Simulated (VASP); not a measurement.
# NaF (I4mm) in VASP: notebook

Runs on NaF. Level: PBEsol. Tasks: single point.

Program: VASP 6.6.1. These are calculated values, not measurements. Logs are shortened: lines on timing, memory, paths and dates and some standing lists are left out, and cuts for length are marked.

## Step 1: The cell of the first run

The structure is tetragonal, space group I4mm (No. 107). Conventional cell: a = 3.286 Å, b = 3.286 Å, c = 4.647 Å, α = 90.00°, β = 90.00°, γ = 90.00°. Around Na (site symmetry 4mm) lie 1 F at 1.87 Å. F (site symmetry 4mm) has 1 Na at 1.87 Å as nearest neighbours.

Measurements of this composition are mostly on another form, of space group No. 225.

## Step 2: Single point, PBEsol (atom 2 (F) moved by (-0.450, +0.000) A along y and z)

Input file INCAR:

```
  PREC = Accurate
  ENCUT = 520
  EDIFF = 1E-6
  ISMEAR = 0
  SIGMA = 0.05
  LREAL = F
  LASPH = T
  NELM = 100
  ALGO = Normal
  ISIF = 2
  LWAVE = F
  LCHARG = F
  GGA = PS
  NBANDS = 14
```

Input file KPOINTS:

```
regular mesh
0
Gamma
  8 8 8
```

Input file POSCAR:

```
NaF
1.0
    0.0000000000      2.3233000000      2.3233000000
    2.3233000000      0.0000000000      2.3233000000
    2.3233000000      2.3233000000      0.0000000000
Na F
1 1
Direct
    0.0000000000      0.0000000000      0.0000000000
    0.4031549951      0.5968450049      0.4031549951
```

Potentials or basis: VASP PAW PBE potentials, release 64 (Na_pv, F).

Launch:

```sh
cat potpaw_PBE.64/Na_pv/POTCAR potpaw_PBE.64/F/POTCAR > POTCAR
mpirun -np 1 vasp_std > vasp.out
```

OUTCAR:

```text
PREC = Accurate
   ENCUT = 520
   EDIFF = 1E-6
   ISMEAR = 0
   LREAL = F
   LASPH = T
   NELM = 100
   ISIF = 2
   GGA = PS

 ion  position               nearest neighbor table
   1  0.000  0.000  0.000-   2 1.87
   2  0.403  0.597  0.403-   1 1.87

  LATTYP: Found a face centered cubic cell.
 ALAT       =     4.6466000000

  Lattice vectors:

 A1 = (   0.0000000000,   2.3233000000,   2.3233000000)
 A2 = (   2.3233000000,   0.0000000000,   2.3233000000)
 A3 = (   2.3233000000,   2.3233000000,   0.0000000000)

Analysis of symmetry for initial positions (statically):
=====================================================================
 Subroutine PRICEL returns:
 Original cell was already a primitive cell.

 Routine SETGRP: Setting up the symmetry group for a
 face centered cubic supercell.

 Subroutine GETGRP returns: Found  8 space group operations
 (whereof  8 operations were pure point group operations)
 out of a pool of 48 trial point group operations.

The static configuration has the point symmetry C_4v.

Analysis of symmetry for dynamics (positions and initial velocities):
=====================================================================
 Subroutine PRICEL returns:
 Original cell was already a primitive cell.

 Routine SETGRP: Setting up the symmetry group for a
 face centered cubic supercell.

 Subroutine GETGRP returns: Found  8 space group operations
 (whereof  8 operations were pure point group operations)
 out of a pool of 48 trial point group operations.

The dynamic configuration has the point symmetry C_4v.

 Subroutine INISYM returns: Found  8 space group operations
 (whereof  8 operations are pure point group operations),
 and found     1 'primitive' translations

----------------------------------------------------------------------------------------

                                     Primitive cell

  volume of cell :      25.0811

  direct lattice vectors                    reciprocal lattice vectors
     0.000000000  2.323300000  2.323300000    -0.215211122  0.215211122  0.215211122
     2.323300000  0.000000000  2.323300000     0.215211122 -0.215211122  0.215211122
     2.323300000  2.323300000  0.000000000     0.215211122  0.215211122 -0.215211122

  length of vectors
     3.285642369  3.285642369  3.285642369     0.372756598  0.372756598  0.372756598

  position of ions in fractional coordinates (direct lattice)
     0.000000000  0.000000000  0.000000000
     0.403154995  0.596845005  0.403154995

  ion indices of the primitive-cell ions
   primitive index   ion index
                 1           1
                 2           2

----------------------------------------------------------------------------------------

 KPOINTS: regular mesh

Automatic generation of k-mesh.
 Grid dimensions read from file:
 generate k-points for:    8    8    8

 Generating k-lattice:

  Cartesian coordinates                     Fractional coordinates (reciprocal lattice)
    -0.026901390  0.026901390  0.026901390     0.125000000  0.000000000  0.000000000
     0.026901390 -0.026901390  0.026901390     0.000000000  0.125000000  0.000000000
     0.026901390  0.026901390 -0.026901390     0.000000000  0.000000000  0.125000000

  Length of vectors
     0.046594575  0.046594575  0.046594575

  Shift w.r.t. Gamma in fractional coordinates (k-lattice)
     0.000000000  0.000000000  0.000000000

 Subroutine IBZKPT returns following result:
 ===========================================

 Found     59 irreducible k-points:

 Following reciprocal coordinates:
            Coordinates               Weight
  0.000000  0.000000  0.000000      1.000000
  0.125000  0.000000  0.000000      8.000000
  0.250000  0.000000  0.000000      8.000000
  0.375000  0.000000  0.000000      8.000000
  0.500000  0.000000  0.000000      4.000000
  0.125000  0.125000  0.000000      4.000000
[... 16 lines left out ...]
  0.250000  0.000000  0.375000      8.000000
  0.500000  0.250000  0.000000     16.000000
 [... further k-points ...]
   k-points           NKPTS =     59   k-points in BZ     NKDIM =     59   number of bands    NBANDS=     14
   number of dos      NEDOS =    301   number of ions     NIONS =      2
   total plane-waves  NPLWV =  13824
   dimension x,y,z NGX =    24 NGY =   24 NGZ =   24
   dimension x,y,z NGXF=    48 NGYF=   48 NGZF=   48
   ions per type =               1   1
   NGX,Y,Z   is equivalent  to a cutoff of  12.14, 12.14, 12.14 a.u.
   NGXF,Y,Z  is equivalent  to a cutoff of  24.29, 24.29, 24.29 a.u.
 SYSTEM =  unknown system
   PREC   = accura    normal or accurate (medium, high low for compatibility)
   ISTART =      0    job   : 0-new  1-cont  2-samecut
   ICHARG =      2    charge: 1-file 2-atom 10-const
   ISPIN  =      1    spin polarized calculation?
   LNONCOLLINEAR =      F non collinear calculations
   LSORBIT =      F    spin-orbit coupling
   LASPH  =      T    aspherical Exc in radial PAW
   ENCUT  =  520.0 eV  38.22 Ry    6.18 a.u.   6.11  6.11  6.11*2*pi/ulx,y,z
   NELM   =    100;   NELMIN=  2; NELMDL= -5     # of ELM steps
   EDIFF  = 0.1E-05   stopping-criterion for ELM
   LREAL  =      F    real-space projection
   EDIFFG = 0.1E-04   stopping-criterion for IOM
   NSW    =      0    number of steps for IOM
   IBRION =     -1    ionic relax: 0-MD 1-quasi-New 2-CG
   NFREE  =      0    steps in history (QN), initial steepest desc. (CG)
   ISIF   =      2    stress and relaxation
   ISYM   =      2    0-nonsym 1-usesym 2-fastsym
   POTIM  = 0.5000    time-step for ionic-motion
   TEBEG  =    0.0;   TEEND  =   0.0 temperature during run
   PSTRESS=    0.0 pullay stress
   NELECT =      14.0000    total number of electrons
   NUPDOWN=      -1.0000    fix difference up-down
   EMIN   =  10.00;   EMAX   =-10.00  energy-range for DOS
   EFERMI =   0.00;   METHOD = LEGACY
   ISMEAR =     0;   SIGMA  =   0.05  broadening in eV -4-tet -1-fermi 0-gaus
   EFERMI_NEDOS =   21; number of points for ismear=-14 and -15
   IALGO  =     38    algorithm
   IMIX   =      4    mixing-type and parameters
     AMIX     =   0.40;   BMIX     =  1.00
     AMIX_MAG =   1.60;   BMIX_MAG =  1.00
  volume/ion in A,a.u.               =      12.54        84.63
  Fermi-wavevector in a.u.,A,eV,Ry     =   1.347935  2.547227 24.720809  1.816928
  Thomas-Fermi vector in A             =   2.475645
   LORBIT       =      0    0 simple, 1 ext, 2 COOP (PROOUT), +10 PAW based schemes
   GGA     = PS    functional components
   LHFCALC =     F    Hartree Fock is set to
   AEXX    =    0.0000 exact exchange contribution
   IVDW    =     0    specifies the selected vdW correction
   LEPSILON=     F    determine dielectric tensor
   LRPA    =     F    only Hartree local field effects (RPA)
 non-spin polarized calculation
 Gauss-broadening in eV      SIGMA  =   0.05
  energy-cutoff  :      520.00
  volume of cell :       25.08
 maximum number of plane-waves:       692
   NGX = 13   NGY = 13   NGZ = 13

 number of electron      14.0000002 magnetization

 Free energy of the ion-electron system (eV)
  ---------------------------------------------------
  ext. energy  EPLUGINS =         0.00000000
  ---------------------------------------------------
  free energy    TOTEN  =        -8.38358968 eV

  energy without entropy =       -8.38358968  energy(sigma->0) =       -8.38358968

 E-fermi :  -2.0013     XC(G=0):  -9.2305

 val. band max:       -2.2316587169   @ k =   0.0000   0.0000   0.0000
 cond. band min:       3.8467112524   @ k =   0.0000   0.0000   0.0000
 fundamental gap:      6.0783699693
 Fermi energy:        -2.0012605646

 k-point     1 :       0.0000    0.0000    0.0000
  band No.  band energies     occupation
      1     -21.7380      2.00000
      2     -20.8669      2.00000
      3     -20.8669      2.00000
      4     -20.4481      2.00000
      5      -2.2904      2.00000
      6      -2.2904      2.00000
      7      -2.2317      2.00000
      8       3.8467      0.00000
      9      16.8011      0.00000
     10      17.1182      0.00000
     11      17.1182      0.00000
     12      18.9957      0.00000
     13      21.6854      0.00000
     14      21.8398      0.00000

 k-point     2 :       0.1250    0.0000    0.0000
  band No.  band energies     occupation
      1     -21.8027      2.00000
      2     -20.8834      2.00000
      3     -20.8695      2.00000
      4     -20.3512      2.00000
      5      -2.5676      2.00000
      6      -2.3179      2.00000
      7      -2.2655      2.00000
      8       4.3862      0.00000
      9      14.9793      0.00000
     10      17.0608      0.00000
     11      17.2483      0.00000
     12      20.6893      0.00000
     13      21.1259      0.00000
     14      21.7929      0.00000

 k-point     3 :       0.2500    0.0000    0.0000
  band No.  band energies     occupation
      1     -21.9348      2.00000
      2     -20.9035      2.00000
      3     -20.8757      2.00000
      4     -20.1583      2.00000
      5      -3.1393      2.00000
      6      -2.3837      2.00000
      7      -2.3318      2.00000
      8       5.6917      0.00000
      9      12.7572      0.00000
     10      17.2724      0.00000
     11      17.4370      0.00000
     12      20.6845      0.00000
     13      20.7202      0.00000
     14      22.1395      0.00000
[... 324 lines left out ...]
 k-point    23 :       0.2500    0.0000    0.3750
  band No.  band energies     occupation
      1     -22.0105      2.00000
      2     -20.9147      2.00000
      3     -20.9057      2.00000
      4     -20.0448      2.00000
      5      -3.2593      2.00000
      6      -2.5788      2.00000
      7      -2.5291      2.00000
      8       7.2823      0.00000
      9      11.6828      0.00000
     10      15.0125      0.00000
     11      17.3086      0.00000
     12      17.6127      0.00000
     13      23.6788      0.00000
     14      24.7962      0.00000

 k-point    24 :       0.5000    0.2500    0.0000
  band No.  band energies     occupation
      1     -21.9340      2.00000
      2     -20.9643      2.00000
      3     -20.9124      2.00000
      4     -20.0591      2.00000
      5      -3.4676      2.00000
      6      -2.7997      2.00000
      7      -2.5235      2.00000
      8       8.9887      0.00000
      9      10.7704      0.00000
     10      13.7257      0.00000
     11      17.1436      0.00000
     12      18.5493      0.00000
     13      23.5377      0.00000
     14      24.7166      0.00000

 [... further k-points ...]

------------------------ aborting loop because EDIFF is reached ----------------------------------------

  FORCE on cell =-STRESS in cart. coord.  units (eV):
  Direction    XX          YY          ZZ          XY          YZ          ZX
  --------------------------------------------------------------------------------------
  -------------------------------------------------------------------------------------
  Total       -0.2806852      4.1840012     -0.2806852     -0.0000000     -0.0000000     -0.0000000
  in kB      -17.9301612    267.2738724    -17.9301612     -0.0000000     -0.0000000     -0.0000000
  external PRESSURE =      77.1378500 kB  Pullay stress =       0.0000000 kB

 VOLUME and BASIS-vectors are now :
 -----------------------------------------------------------------------------
  energy-cutoff  :      520.00
  volume of cell :       25.08
      direct lattice vectors                 reciprocal lattice vectors
     0.000000000  2.323300000  2.323300000    -0.215211122  0.215211122  0.215211122
     2.323300000  0.000000000  2.323300000     0.215211122 -0.215211122  0.215211122
     2.323300000  2.323300000  0.000000000     0.215211122  0.215211122 -0.215211122

 POSITION                                       TOTAL-FORCE (eV/Angst)
 -----------------------------------------------------------------------------------
      0.00000      0.00000      0.00000         0.000000     -2.543466      0.000000
      2.32330      1.87330      2.32330         0.000000      2.543466      0.000000
 -----------------------------------------------------------------------------------
    total drift:                                0.000004      0.000476      0.000004

  FREE ENERGIE OF THE ION-ELECTRON SYSTEM (eV)
  ---------------------------------------------------
  free  energy   TOTEN  =        -8.3835896841 eV

  energy  without entropy=       -8.3835896841  energy(sigma->0) =       -8.38358968
```

Wall time 7.6 s (1 thread of Intel Xeon Platinum 8559C (Emerald Rapids), shared host); peak memory 0.14 GiB.

Results:

| Quantity | Value |
| --- | --- |
| Free energy | -8.3836 eV |
| Pressure | 7.7 GPa |
| Largest force | 2.543 eV/Å |
| Band gap on the k mesh | 6.08 eV, direct |

Forces on the atoms (eV/Å):
```
Na   0.000 -2.543  0.000
F    0.000  2.543  0.000
```

Caveat: the PAW data sets were made with another functional, which shifts forces and pressure a little.

## Step 3: Single point, PBEsol (atom 2 (F) moved by (-0.225, +0.000) A along y and z)

Input file INCAR:

```
SYSTEM = NaF
PREC = Accurate
ENCUT = 520
EDIFF = 1E-6
ISMEAR = 0
SIGMA = 0.05
LREAL = .False.
LASPH = .True.
NELM = 100
ALGO = Normal
ISIF = 2
LWAVE = .False.
LCHARG = .True.
GGA = PS
LELF = .True.
LVHAR = .True.
NBANDS = 14
```

Input file KPOINTS:

```
regular mesh
0
Gamma
  8 8 8
  0 0 0
```

POSCAR, as its differences from that of step 2:

```diff
@@ -9,2 +9,2 @@
     0.0000000000      0.0000000000      0.0000000000
-    0.4031549951      0.5968450049      0.4031549951
+    0.4515774975      0.5484225025      0.4515774975
```

Potentials or basis: VASP PAW PBE potentials, release 64 (Na_pv, F).

Launch:

```sh
cat potpaw_PBE.64/Na_pv/POTCAR potpaw_PBE.64/F/POTCAR > POTCAR
mpirun -np 1 vasp_std > vasp.out
```

Wall time 8.8 s (1 thread of Intel Xeon Platinum 8559C (Emerald Rapids), shared host); peak memory 0.14 GiB.

The run converged. Its results:

| Item | Value |
| --- | --- |
| Free energy | -8.7044 eV |
| Pressure | 1.0 GPa |
| Largest force | 0.657 eV/Å |
| Band gap on the k mesh | 6.12 eV, direct |

Forces in eV/Å, atoms in the order of the input:
```
Na   0.000 -0.657  0.000
F    0.000  0.657  0.000
```

Stress tensor (GPa, compression positive):
```
-0.98  0.00  0.00
 0.00  4.97  0.00
 0.00  0.00 -0.98
```

Levels at points of the mesh, in eV from the valence-band top:
```csv
k point,band 3,band 4,band 5,band 6,band 7,band 8,band 9,band 10,band 11,band 12
"(0.00, 0.00, 0.00)",-18.74,-18.62,0.00,0.00,0.00,6.12,18.86,18.94,18.94,21.41
"(0.50, 0.00, 0.00)",-18.76,-17.96,-1.58,-0.24,-0.23,10.58,12.24,19.80,19.82,22.93
"(0.50, 0.50, 0.00)",-18.79,-18.47,-1.27,-0.42,-0.38,12.94,13.21,13.28,19.45,19.89
"(0.50, 0.00, 0.50)",-18.80,-18.42,-1.24,-0.39,-0.39,12.56,13.09,13.67,19.57,19.57
```

Caveat: the PAW data sets were made with another functional, which shifts forces and pressure a little.

## Step 4: Single point, PBEsol (atom 2 (F) moved by (-0.225, -0.225) A along y and z)

Input file INCAR:

```
SYSTEM = NaF
  ALGO = Fast
  EDIFF = 1E-6
  ENCUT = 520
  GGA = PS
  ISIF = 2
  ISMEAR = 0
  LASPH = .TRUE.
  LCHARG = .FALSE.
  LREAL = .FALSE.
  LWAVE = .FALSE.
  NBANDS = 14
  NELM = 100
  PREC = Accurate
  SIGMA = 0.05
```

Input file KPOINTS:

```
k-points
0
G
  8 8 8
  0 0 0
```

POSCAR, as its differences from that of step 3:

```diff
@@ -9,2 +9,2 @@
     0.0000000000      0.0000000000      0.0000000000
-    0.4515774975      0.5484225025      0.4515774975
+    0.4031549951      0.5000000000      0.5000000000
```

Potentials or basis: VASP PAW PBE potentials, release 64 (Na_pv, F).

Launch:

```sh
cat potpaw_PBE.64/Na_pv/POTCAR potpaw_PBE.64/F/POTCAR > POTCAR
mpirun -np 1 vasp_std > vasp.out
```

OUTCAR:

```text
SYSTEM = NaF
   EDIFF = 1E-6
   ENCUT = 520
   GGA = PS
   ISIF = 2
   ISMEAR = 0
   LASPH = .TRUE.
   LREAL = .FALSE.
   NELM = 100
   PREC = Accurate

 ion  position               nearest neighbor table
   1  0.000  0.000  0.000-   2 2.11   2 2.11   2 2.34   2 2.34
   2  0.403  0.500  0.500-   1 2.11   1 2.11   1 2.34   1 2.34

  LATTYP: Found a face centered cubic cell.
 ALAT       =     4.6466000000

  Lattice vectors:

 A1 = (   0.0000000000,   2.3233000000,   2.3233000000)
[... 595 lines left out ...]

------------------------ aborting loop because EDIFF is reached ----------------------------------------

  FORCE on cell =-STRESS in cart. coord.  units (eV):
  Direction    XX          YY          ZZ          XY          YZ          ZX
  --------------------------------------------------------------------------------------
  -------------------------------------------------------------------------------------
  Total       -0.1989209      0.6773979      0.6773979      0.0000000     -0.2400836      0.0000000
  in kB      -12.7070632     43.2721577     43.2721577      0.0000000    -15.3365337      0.0000000
  external PRESSURE =      24.6124174 kB  Pullay stress =       0.0000000 kB

 VOLUME and BASIS-vectors are now :
 -----------------------------------------------------------------------------
  energy-cutoff  :      520.00
  volume of cell :       25.08
      direct lattice vectors                 reciprocal lattice vectors
     0.000000000  2.323300000  2.323300000    -0.215211122  0.215211122  0.215211122
     2.323300000  0.000000000  2.323300000     0.215211122 -0.215211122  0.215211122
     2.323300000  2.323300000  0.000000000     0.215211122  0.215211122 -0.215211122

 POSITION                                       TOTAL-FORCE (eV/Angst)
 -----------------------------------------------------------------------------------
      0.00000      0.00000      0.00000        -0.000000     -0.561000     -0.561000
      2.32330      2.09830      2.09830         0.000000      0.561000      0.561000
 -----------------------------------------------------------------------------------
    total drift:                                0.000001     -0.000151     -0.000151

  FREE ENERGIE OF THE ION-ELECTRON SYSTEM (eV)
  ---------------------------------------------------
  free  energy   TOTEN  =        -8.6506208401 eV

  energy  without entropy=       -8.6506208401  energy(sigma->0) =       -8.65062084
```

stdout:

```text
POSCAR found type information on POSCAR NaF
 POSCAR found :  2 types and       2 ions
 scaLAPACK will be used
 -----------------------------------------------------------------------------
|                                                                             |
|                                                                             |
|     You enforced a specific xc type in the INCAR file but a different       |
|     I HOPE YOU KNOW WHAT YOU ARE DOING!                                     |
|                                                                             |
 -----------------------------------------------------------------------------

 LDA part: xc-table for (Slater+PW92), standard interpolation
 POSCAR, INCAR and KPOINTS ok, starting setup
 FFT: planning ... GRIDC
 FFT: planning ... GRID_SOFT
 FFT: planning ... GRID
 WAVECAR not read
 entering main loop
WARNING in EDDRMM: call to ZHEGV failed, returncode =   8  4     12
```

It took 15 s on 1 thread of Intel Xeon Platinum 8559C (Emerald Rapids), shared host; peak memory 0.14 GiB.

What came out:

```yaml
Free_energy: -8.6506 eV
Pressure: 2.5 GPa
Largest_force: 0.793 eV/Å
Band_gap_on_the_k_mesh: 6.12 eV, direct
```

Forces on the atoms (eV/Å):
```
Na   0.000 -0.561 -0.561
F    0.000  0.561  0.561
```

Caveat: the PAW data sets were made with another functional, which shifts forces and pressure a little.

(Part 1 of 2 ends here.)
